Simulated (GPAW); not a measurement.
The system is SiRu.

```xyz
8
Lattice="4.7086 0.0000 0.0000 0.0000 4.7086 0.0000 0.0000 0.0000 4.7086" Properties=species:S:1:pos:R:3 pbc="T T T"
Ru    0.6093    0.6093    0.6093
Ru    1.7450    4.0993    2.9636
Ru    2.9636    1.7450    4.0993
Ru    4.0993    2.9636    1.7450
Si    3.9438    3.9438    3.9438
Si    3.1191    0.7648    1.5895
Si    1.5895    3.1191    0.7648
Si    0.7648    1.5895    3.1191
```

The cell comes from a database or a generator and needn't be the stable form of this composition.

Program: GPAW 26.7.0. Alike in all runs: no spin polarisation; cell as given; cutoff (eV) 600; smearing fermi-dirac 0.05 eV.

Q: Order these runs on this cell by their pressure, lowest first.
A. level LDA; potentials or basis the program's PAW data sets (release 1.2.1) made for this functional, pw; k mesh 5 × 5 × 5; band path GXMGRX,MR; band points 80
B. level PBE; potentials or basis GPAW PAW data sets (gpaw-data 1.2.1), pw; k mesh 6 × 6 × 6
C. level r2SCAN; potentials or basis GPAW PAW data sets (gpaw-data 1.2.1), pw; k mesh 5 × 5 × 5; band path GXMGRX,MR; band points 80

A: A (-6.1 GPa), C (1.4 GPa), B (5.3 GPa).

Caveats: the PAW data sets were made with another functional, which shifts forces and pressure a little (some runs).
